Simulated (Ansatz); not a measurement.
# interstitial O in Al: molecular dynamics

Purpose: to see whether the interstitial stays in its void or moves on. The start is relaxed first. Runs: 200 steps of 1 fs under a Langevin thermostat at 600 K; 200 steps of 4 fs at constant energy, with velocities drawn for 840 K. The host cell (fcc) has 32 atoms; the extra atom is the last.

Program: Ansatz 0.2.0. Level of theory: DFT PBE+D3(BJ), plane waves, PAW, scalar-relativistic, no spin polarisation. These are calculated values, not measurements.

## 1. The starting structure

The cell holds 33 atoms (Al32O): a = 8.100 Å, b = 8.100 Å, c = 8.100 Å, α = 90.00°, β = 90.00°, γ = 90.00°.

Its coordinates follow in the input file.

## 2. Relaxing the start

input.yaml

```yaml
crystal:
  lattice:
    - [8.1, 0.0, 0.0]
    - [0.0, 8.1, 0.0]
    - [0.0, 0.0, 8.1]
  atoms:
    - { symbol: Al, position: [0.5, 0.0, 0.0] }
    - { symbol: Al, position: [0.75, 0.25, 0.0] }
    - { symbol: Al, position: [0.75, 0.0, 0.25] }
    - { symbol: Al, position: [0.0, 0.0, 0.0] }
    - { symbol: Al, position: [0.25, 0.25, 0.0] }
    - { symbol: Al, position: [0.5, 0.5, 0.0] }
    - { symbol: Al, position: [0.75, 0.75, 0.0] }
    - { symbol: Al, position: [0.25, 0.0, 0.25] }
    - { symbol: Al, position: [0.5, 0.25, 0.25] }
    - { symbol: Al, position: [0.75, 0.5, 0.25] }
    - { symbol: Al, position: [0.5, 0.0, 0.5] }
    - { symbol: Al, position: [0.75, 0.25, 0.5] }
    - { symbol: Al, position: [0.75, 0.0, 0.75] }
    - { symbol: Al, position: [0.0, 0.5, 0.0] }
    - { symbol: Al, position: [0.25, 0.75, 0.0] }
    - { symbol: Al, position: [0.0, 0.25, 0.25] }
    - { symbol: Al, position: [0.25, 0.5, 0.25] }
    - { symbol: Al, position: [0.5, 0.75, 0.25] }
    - { symbol: Al, position: [0.0, 0.0, 0.5] }
    - { symbol: Al, position: [0.25, 0.25, 0.5] }
    - { symbol: Al, position: [0.5, 0.5, 0.5] }
    - { symbol: Al, position: [0.75, 0.75, 0.5] }
    - { symbol: Al, position: [0.25, 0.0, 0.75] }
    - { symbol: Al, position: [0.5, 0.25, 0.75] }
    - { symbol: Al, position: [0.75, 0.5, 0.75] }
    - { symbol: Al, position: [0.0, 0.75, 0.25] }
    - { symbol: Al, position: [0.0, 0.5, 0.5] }
    - { symbol: Al, position: [0.25, 0.75, 0.5] }
    - { symbol: Al, position: [0.0, 0.25, 0.75] }
    - { symbol: Al, position: [0.25, 0.5, 0.75] }
    - { symbol: Al, position: [0.5, 0.75, 0.75] }
    - { symbol: Al, position: [0.0, 0.75, 0.75] }
    - { symbol: O, position: [0.1260966, 0.6236381, 0.6278486] }
basis:
  ecutwfc: 420.0
kpoints:
  mp_grid: { grid: [2, 2, 2] }
hamiltonian:
  xc: pbe
  dispersion: d3bj
scf:
  occupations: { method: fermi_dirac, width: 0.15 }
  lower_state_search: "off"
relax:
  f_tol: 0.08
  max_steps: 25
  adjacent_minimum: "off"
```

Run with:

```console
> ansatz run input.yaml --threads 2 --pin off --max-ram 5120MiB --backend cpu --events-out ev --progress --plain --runs-dir out
```

The log of the run, shortened:

```text
Warning: RAYON_NUM_THREADS=2 ignored (pool sized by the plan → 2); use --threads N
band count auto-derived: 86 (N_el = 102.0; filled up to band 51; 84 by the electrons, moments and atoms)
[...]
Pseudopotentials: kind: paw
Pseudopotential: Al, paw, valence charge 3, recommended cutoff 420 eV (normal), Al.paw.azcp
Pseudopotential: O, paw, valence charge 6, recommended cutoff 420 eV (normal), O.paw.azcp
Functional definition: PBE
[...]
Crystal: 33 atoms, lattice volume = 531.441 Å³
Basis set: ecut = 420 eV, 10395 PW (Γ), exchange–correlation on 120×120×120 points (8 copies of the dense FFT grid, shifted against one another)
Bands: 86, of which v1, the nominal top of the filled ones, is band 51 counted from 1 (50 counted from 0)
[...]
relax step   1: F+E_penalty+E_count = -17778.85746340 eV  Δ(F+E_penalty+E_count) = +0.000e0 eV  max|allowed force component| = 2.064e0 eV/Å  Δτ_max = 0.0000 Å  (6 SCF iters, dr2 threshold 1.00e-4 eV, accepted)
[...]
relax step   2: F+E_penalty+E_count = -17779.49238506 eV  Δ(F+E_penalty+E_count) = -6.349e-1 eV  max|allowed force component| = 1.215e0 eV/Å  Δτ_max = 0.0605 Å  (5 SCF iters, dr2 threshold 1.00e-4 eV, accepted)
[...]
relax step   3: F+E_penalty+E_count = -17779.82323821 eV  Δ(F+E_penalty+E_count) = -3.309e-1 eV  max|allowed force component| = 1.805e-1 eV/Å  Δτ_max = 0.0901 Å  (5 SCF iters, dr2 threshold 9.22e-5 eV, accepted)
[...]
SCF iter   2: F=—  HF=-17779.832342 eV  |F-HF|=—  |Δ(HF+E_count)|=   1.28e-3  Δρ=3.57e-4  dr2=1.99e-3  ethr=9.81e-6  ⟨swp⟩=2.0  Hψ=905  notcnv=0  defer=3
```

## 3. The output, continued: start relaxed

The log, continued, shortened:

```text
SCF iter   3: F=—  HF=-17779.832054 eV  |F-HF|=—  |Δ(HF+E_count)|=   2.88e-4  Δρ=1.92e-4  dr2=3.15e-4  ethr=1.96e-6  ⟨swp⟩=2.0  Hψ=760  notcnv=0  defer=3
[...]
SCF iter   6: F=-17779.831908 eV  HF=-17779.831908 eV  |F-HF|=2.01e-8  |Δ(HF+E_count)|=   3.70e-8  Δρ=1.13e-6  dr2=2.53e-8  ethr=9.80e-11  ⟨swp⟩=4.0  Hψ=1873  notcnv=0
[...]
    - { symbol: Al, position: [-0.0013185880567098184, 0.24660551807863984, 0.7514257634045969] }
    - { symbol: Al, position: [0.2610804777887673, 0.48891443866230055, 0.7611118797870599] }
    - { symbol: Al, position: [0.503385913609329, 0.7513114811748806, 0.7514259377172724] }
    - { symbol: Al, position: [-0.01099975155495991, 0.7609943898371097, 0.7610654965655168] }
    - { symbol: O, position: [0.12505761189684383, 0.6249303838427104, 0.6251406966633767] }
```

Wall time 18 s (2 threads of AMD EPYC 9R14 (Zen 4), shared host); peak memory 1.1 GiB.

Step by step:

```tsv
step	energy from step 1 (eV/cell)	largest force component (eV/Å)
1	0.0000	2.0635
2	-0.6349	1.2146
3	-0.9658	0.1805
4	-0.9744	0.0029
```

Step 1 is the start.

The largest move, 0.16 Å, is shared by several atoms, Al30 among them.

## 4. Run 1

200 steps of 1 fs under a Langevin thermostat at 600 K, from the relaxed start.

input.yaml

```yaml
crystal:
  lattice:
    - [8.1, 0.0, 0.0]
    - [0.0, 8.1, 0.0]
    - [0.0, 0.0, 8.1]
  atoms:
    - { symbol: Al, position: [0.50101516, 0.00094257, 0.00106924] }
    - { symbol: Al, position: [0.74904908, 0.24897645, 0.00106944] }
    - { symbol: Al, position: [0.74905634, 0.00093556, 0.24910874] }
    - { symbol: Al, position: [0.00010174, 0.00448379, 0.00461445] }
    - { symbol: Al, position: [0.2499537, 0.24542941, 0.00461628] }
    - { symbol: Al, position: [0.50456352, 0.50003884, 0.00461738] }
    - { symbol: Al, position: [0.74550906, 0.74989084, 0.00461336] }
    - { symbol: Al, position: [0.24996545, 0.00449961, 0.24554664] }
    - { symbol: Al, position: [0.5010134, 0.24897842, 0.24910345] }
    - { symbol: Al, position: [0.74549165, 0.50002765, 0.24554618] }
    - { symbol: Al, position: [0.50455762, 0.00448091, 0.50014636] }
    - { symbol: Al, position: [0.74551148, 0.24543488, 0.50014695] }
    - { symbol: Al, position: [0.74548892, 0.00450277, 0.75001109] }
    - { symbol: Al, position: [-0.00131237, 0.49862103, 0.00344755] }
    - { symbol: Al, position: [0.25137085, 0.75130419, 0.00344834] }
    - { symbol: Al, position: [9.809e-05, 0.24542728, 0.24555811] }
    - { symbol: Al, position: [0.25138913, 0.49860363, 0.24675571] }
    - { symbol: Al, position: [0.50456415, 0.74989508, 0.24555857] }
    - { symbol: Al, position: [-0.00131141, 0.00330409, 0.4987364] }
    - { symbol: Al, position: [0.25137122, 0.24660042, 0.49873579] }
    - { symbol: Al, position: [0.50339022, 0.49862048, 0.49873473] }
    - { symbol: Al, position: [0.74668629, 0.75130303, 0.4987375] }
    - { symbol: Al, position: [0.25138859, 0.00329476, 0.75143637] }
    - { symbol: Al, position: [0.50457013, 0.2454217, 0.75000352] }
    - { symbol: Al, position: [0.74669638, 0.49860441, 0.75143612] }
    - { symbol: Al, position: [-0.00131786, 0.75131056, 0.24675062] }
    - { symbol: Al, position: [-0.01097116, 0.48898861, 0.48906252] }
    - { symbol: Al, position: [0.26100158, 0.76096092, 0.48906742] }
    - { symbol: Al, position: [-0.00131859, 0.24660552, 0.75142576] }
    - { symbol: Al, position: [0.26108048, 0.48891444, 0.76111188] }
    - { symbol: Al, position: [0.50338591, 0.75131148, 0.75142594] }
    - { symbol: Al, position: [-0.01099975, 0.76099439, 0.7610655] }
    - { symbol: O, position: [0.12505761, 0.62493038, 0.6251407] }
basis:
  ecutwfc: 250.0
kpoints:
  mp_grid: { grid: [2, 2, 2] }
hamiltonian:
  xc: pbe
  dispersion: d3bj
scf:
  occupations: { method: fermi_dirac, width: 0.15 }
  lower_state_search: "off"
  max_iter: 88
md:
  timestep: 1
  n_steps: 200
  ensemble: nvt_langevin
  temperature: 600.0
  initial_velocities: maxwell_boltzmann
  seed: 937025
  friction: 0.005
```

Run with:

```console
> ansatz run input.yaml --threads 2 --pin off --max-ram 5120MiB --backend cpu --events-out ev --progress --plain --runs-dir out
```

The log of the run, shortened:

```text
Warning: md: disabling space-group detection — thermal motion breaks the input geometry's symmetry, so no spatial operation reduces the k-mesh or symmetrises the density; time reversal is kept, so that k and −k are solved as one point where they differ and the mesh holds both, and exact [...]
Warning: basis.ecutwfc = 250 eV is below the records' recommended 420 eV, and the density's cutoff is lower with it unless basis.ecutrho_ratio is high enough to keep the records' density cutoff: compare with a run at a higher cutoff
Warning: RAYON_NUM_THREADS=2 ignored (pool sized by the plan → 2); use --threads N
band count auto-derived: 86 (N_el = 102.0; filled up to band 51; 84 by the electrons, moments and atoms)
[...]
md step     0: t =     0.00 fs  T =   581.8 K  F+E_penalty+E_count = -17774.69964557 eV  E_kin = 2.481792 eV  (8 SCF iters)
[...]
md step     8: t =     8.00 fs  T =   589.3 K  F+E_penalty+E_count = -17774.42882373 eV  E_kin = 2.513786 eV  (4 SCF iters)
[...]
md step    16: t =    16.00 fs  T =   449.3 K  F+E_penalty+E_count = -17773.71960910 eV  E_kin = 1.916540 eV  (4 SCF iters)
[...]
md step    24: t =    24.00 fs  T =   314.5 K  F+E_penalty+E_count = -17772.94917049 eV  E_kin = 1.341367 eV  (4 SCF iters)
[...]
md step    31: t =    31.00 fs  T =   210.5 K  F+E_penalty+E_count = -17772.47960987 eV  E_kin = 0.897971 eV  (4 SCF iters)
md step    32: t =    32.00 fs  T =   199.2 K  F+E_penalty+E_count = -17772.44222558 eV  E_kin = 0.849529 eV  (4 SCF iters)
```

## 5. The output, continued: dynamics from the start

Output, continued, shortened:

```text
md step    33: t =    33.00 fs  T =   193.3 K  F+E_penalty+E_count = -17772.41231153 eV  E_kin = 0.824330 eV  (4 SCF iters)
[...]
md step    57: t =    57.00 fs  T =   355.8 K  F+E_penalty+E_count = -17772.94633465 eV  E_kin = 1.517571 eV  (4 SCF iters)
[...]
md step    81: t =    81.00 fs  T =   393.8 K  F+E_penalty+E_count = -17772.95288903 eV  E_kin = 1.679840 eV  (4 SCF iters)
[...]
  atom   3  Al     0.45496531    -0.11933608    -0.32571159
  atom   4  Al     0.53813577    -0.46153191     0.01679079
  atom   5  Al    -0.27299057     0.04053948     0.15612027
  atom   6  Al     0.80875561     0.20834528     0.30997871
  atom   7  Al    -0.38288132     0.10773560     0.46997454
  atom   8  Al    -0.27170870    -0.57589071    -0.28385585
[...]
--- MD trajectory: 200 steps, t = 0.0 → 200.0 fs ---
  final state: T = 471.2 K   F+E_penalty+E_count = -17772.35014440 eV   E_kin = 2.009814 eV
```

Run time: 6.4 min. Hardware: 2 threads of AMD EPYC 9R14 (Zen 4), shared host; peak memory 0.79 GiB.

## 6. The trajectory

One step in 11; energies are changes from step 0; msd is the mean square displacement from the start, the centre of mass held:

```tsv
time (fs)	T (K)	potential energy change (meV/atom)	msd O (Å²)	msd Al (Å²)
0.0	582	0.0	0.000	0.000
11.0	543	15.1	0.015	0.006
22.0	316	47.9	0.048	0.021
33.0	193	69.3	0.084	0.035
44.0	249	64.9	0.087	0.040
55.0	336	54.3	0.075	0.039
66.0	395	51.2	0.054	0.037
77.0	378	53.3	0.053	0.034
88.0	427	51.8	0.055	0.030
99.0	429	47.5	0.042	0.026
110.0	454	41.2	0.031	0.023
121.0	417	42.1	0.041	0.022
132.0	456	48.1	0.065	0.024
143.0	482	50.0	0.072	0.027
154.0	492	54.4	0.050	0.031
165.0	461	65.3	0.044	0.036
176.0	492	65.9	0.052	0.039
187.0	535	63.5	0.041	0.040
198.0	460	70.7	0.015	0.043
200.0	471	71.2	0.012	0.043
```

time (fs), T (K) and a bar:
```
      0.0        582 ##############################
      9.0        568 #############################
     17.0        415 #################
     26.0        280 #######
     35.0        187 
     43.0        239 ####
     52.0        336 ###########
     61.0        374 ##############
     70.0        403 ################
     78.0        382 ###############
     87.0        420 ##################
     96.0        440 ###################
    104.0        457 ####################
    113.0        461 #####################
    122.0        432 ###################
    130.0        445 ####################
    139.0        416 #################
    148.0        486 #######################
    157.0        496 #######################
    165.0        461 #####################
    174.0        471 ######################
    183.0        502 ########################
    191.0        540 ###########################
    200.0        471 ######################
```

Pair distribution over the second half of the run:

```tsv
r (Å)	g Al–Al	g Al–O
0.68	0.00	0.00
0.84	0.00	0.00
1.00	0.00	0.00
1.16	0.00	0.00
1.32	0.00	0.00
1.48	0.00	0.00
1.64	0.00	0.00
1.80	0.00	3.29
1.96	0.00	4.73
2.12	0.00	0.94
2.28	0.00	0.00
2.44	0.06	0.00
2.60	1.22	0.00
2.76	4.47	0.00
2.92	4.88	0.00
3.08	1.53	0.66
3.24	0.29	2.48
3.40	0.05	2.87
3.56	0.03	2.11
3.72	0.18	0.51
3.88	0.68	0.00
```

First peaks of g(r) that rise above 1 (not always the tallest), and, where a minimum follows, the mean number of second-named atoms round a first-named one up to the next minimum:

```tsv
pair	peak (Å)	height	minimum (Å)	neighbours
Al–Al	2.84	5.4	3.56	12.0
Al–O	1.88	5.4	2.28	0.1
```

Maxima of the velocity power spectrum (cm⁻¹, relative height; resolution about 330 cm⁻¹): 210 (100).

## 7. Snapshots as a file

Extended XYZ, with forces in eV/Å:

```xyz
33
Lattice="8.100 0.000 0.000 0.000 8.100 0.000 0.000 0.000 8.100" Properties=species:S:1:pos:R:3:forces:R:3 pbc="T T T" time_fs=67.0 T=399 dE=1.6915
Al    4.109    0.164   -0.047   -0.099   -0.531    0.259
Al    6.078    2.068    0.054    0.184   -0.186    0.057
Al    6.092    0.129    2.193    0.187   -0.202   -0.460
Al    0.009    0.070    0.101    0.059   -0.415   -0.280
Al    2.116    1.921    0.086   -0.085    0.523   -0.033
Al    4.264    4.016    0.267   -0.451    0.261   -0.698
Al    5.954    6.324   -0.083    0.103   -0.604    0.468
Al    2.198   -0.017    2.053   -0.491   -0.162   -0.056
Al    4.041    1.929    2.190    0.375    0.498    0.055
Al    6.153    4.154    2.037    0.010   -0.131    0.344
Al    4.012   -0.090    4.182   -0.075    0.719    0.069
Al    6.203    2.020    4.143   -0.881   -0.144   -0.102
Al    6.155    0.053    6.114   -0.277    0.321   -0.143
Al   -0.202    4.095   -0.105    0.532   -0.189    0.373
Al    2.134    6.031    0.022   -0.085    0.310    0.265
Al    0.149    1.923    1.832   -0.143    0.218    0.666
Al    2.104    4.075    1.957   -0.086   -0.223   -0.042
Al    4.223    6.165    2.031   -0.320    0.020   -0.300
Al    0.055   -0.174    4.079   -0.106    0.830   -0.286
Al    2.058    1.941    4.162    0.266   -0.091   -0.291
Al    4.007    4.266    3.985    0.291   -0.821    0.140
Al    5.976    6.278    4.137    0.529   -0.651   -0.110
Al    1.990    0.153    6.187    0.095   -0.644   -0.180
Al    4.181    2.040    6.140   -0.009    0.257   -0.486
Al    6.023    4.251    6.000   -0.276   -0.380    0.170
Al    0.082    6.022    1.840   -0.321    0.242    0.426
Al    0.033    3.690    3.798    0.346    1.124    0.645
Al    1.876    6.035    4.015    0.943    0.489   -0.629
Al   -0.011    2.025    6.096   -0.002   -0.103    0.278
Al    2.175    3.948    6.324   -0.239   -0.045   -0.357
Al    3.832    6.087    6.062    0.713    0.164    0.320
Al    0.027    6.161    6.251    0.020   -0.213   -0.393
O     0.962    4.858    5.084   -0.706   -0.241    0.312
33
Lattice="8.100 0.000 0.000 0.000 8.100 0.000 0.000 0.000 8.100" Properties=species:S:1:pos:R:3:forces:R:3 pbc="T T T" time_fs=133.0 T=454 dE=1.6036
Al    4.223    0.036    0.151    0.087    0.199   -0.559
Al    6.222    1.966    0.157    0.295    0.111   -0.487
Al    6.327   -0.040    2.101   -0.333    0.190    0.138
Al    0.219   -0.100    0.168   -0.436    0.535   -0.025
Al    2.183    2.079    0.051   -0.243   -0.269    0.281
Al    4.181    4.107   -0.056   -0.298   -0.122    0.941
Al    6.158    6.101    0.202   -0.059   -0.020   -0.301
Al    2.184    0.081    1.967   -0.048    0.078    0.526
Al    4.390    2.107    2.053   -1.278   -0.297   -0.380
Al    6.114    4.090    2.063    0.030    0.032   -0.397
Al    4.248    0.152    4.110   -0.357   -0.653    0.004
Al    6.029    2.052    4.013    0.821    0.246    0.608
Al    6.124    0.242    6.040   -0.270   -0.635    0.339
Al    0.015    4.014    0.076    0.094    0.068    0.043
Al    2.227    6.072    0.145   -0.338   -0.321   -0.186
Al    0.163    2.090    2.171   -0.223   -0.380   -0.733
Al    2.096    3.982    2.022    0.268    0.303    0.077
Al    4.166    6.177    2.006    0.238   -0.387    0.515
Al    0.134    0.179    4.092    0.000   -0.618    0.019
Al    2.192    1.991    4.043   -0.088    0.060    0.217
Al    4.068    4.003    4.038    0.182    0.507    0.111
Al    6.252    5.888    4.031   -0.892    0.904    0.383
Al    2.053   -0.075    6.309    0.577    0.573   -0.513
Al    4.036    2.180    6.134    0.159   -0.777   -0.064
Al    5.989    4.020    6.181    1.019   -0.197   -0.420
Al    0.067    6.034    2.148    0.595    0.080   -0.304
Al   -0.017    3.966    4.058    0.334    0.080    0.397
Al    2.300    6.170    4.066    0.577    0.793   -0.796
Al    0.056    1.942    6.117    0.149    0.531    0.201
Al    1.924    3.987    6.151    0.685   -0.181    0.443
Al    4.261    6.042    6.161   -0.248    0.675   -0.277
Al   -0.173    6.154    6.259   -0.132    0.213   -0.014
O     1.107    5.339    5.141   -0.865   -1.319    0.214
33
Lattice="8.100 0.000 0.000 0.000 8.100 0.000 0.000 0.000 8.100" Properties=species:S:1:pos:R:3:forces:R:3 pbc="T T T" time_fs=200.0 T=471 dE=2.3495
Al    4.450   -0.087   -0.019   -0.700    0.201    0.397
Al    6.349    2.031    0.047   -0.827   -0.290   -0.240
Al    6.165   -0.014    2.096    0.455   -0.119   -0.326
Al    0.051    0.125    0.091    0.538   -0.462    0.017
Al    2.225    1.895    0.077   -0.273    0.041    0.156
Al    4.004    3.954    0.148    0.809    0.208    0.310
Al    6.352    5.928    0.142   -0.383    0.108    0.470
Al    2.147    0.175    2.117   -0.272   -0.576   -0.284
Al    4.061    1.960    2.033    0.683    0.603   -0.080
Al    6.162    3.894    1.964   -0.608    0.820    0.477
Al    4.345    0.196    3.969   -1.239   -0.619    0.325
Al    6.176    1.939    4.228    0.683    0.855   -0.490
Al    6.106   -0.031    6.032    0.598    0.358    0.530
Al    0.295    3.981    0.176   -0.093    0.022   -0.103
Al    2.130    6.041   -0.118    0.415    0.801    0.805
Al   -0.118    2.060    2.138    1.118   -0.531    0.239
Al    2.064    4.148    2.383    0.563   -0.374   -1.000
Al    4.138    6.038    2.060    0.044    0.107   -0.269
Al    0.088   -0.117    4.193    0.101    0.866   -0.390
Al    2.084    2.087    4.015   -0.058   -0.046    0.363
Al    4.219    4.191    4.171    0.258   -0.580   -0.125
Al    6.015    6.251    4.124    0.702   -0.983   -0.380
Al    2.351    0.276    6.039   -0.462   -0.986    0.324
Al    4.275    1.964    6.015    0.007    0.653    0.611
Al    6.245    3.893    6.298   -0.102    0.458   -0.438
Al    0.447    6.162    2.070   -0.944    0.268   -0.040
Al   -0.024    4.189    4.111   -0.582   -0.505   -0.160
Al    2.251    6.308    4.352    1.420    1.044   -1.362
Al    0.231    1.982    6.111   -0.300    0.098    0.003
Al    2.295    3.947    6.274   -0.283   -0.183   -0.583
Al    4.362    6.011    6.244   -0.336   -0.082    0.026
Al   -0.011    6.167    6.243   -0.143    0.224    0.353
O     1.198    5.162    5.202   -0.789   -1.399    0.863
```

On run 1: Against a set 600 K the second half averages 471 K with a spread of 31 K (in equilibrium 33 atoms would scatter by about 85 K, over a far longer run); 55 meV/atom has gone into potential energy, and a thermostat that acts over some 200 fs has not made it up in 200 fs. The cutoff lies far under the datasets' advice, so the forces are not those of the functional. The farthest move is 0.41 Å, against a mean nearest distance of 2.8 Å at the start: no atom has changed site so far. The interstitial O33 strays up to 0.30 Å from where this run began and ends 0.11 Å from it (the host's drift taken out), so it has kept its site.

[end of part 1 of 2]
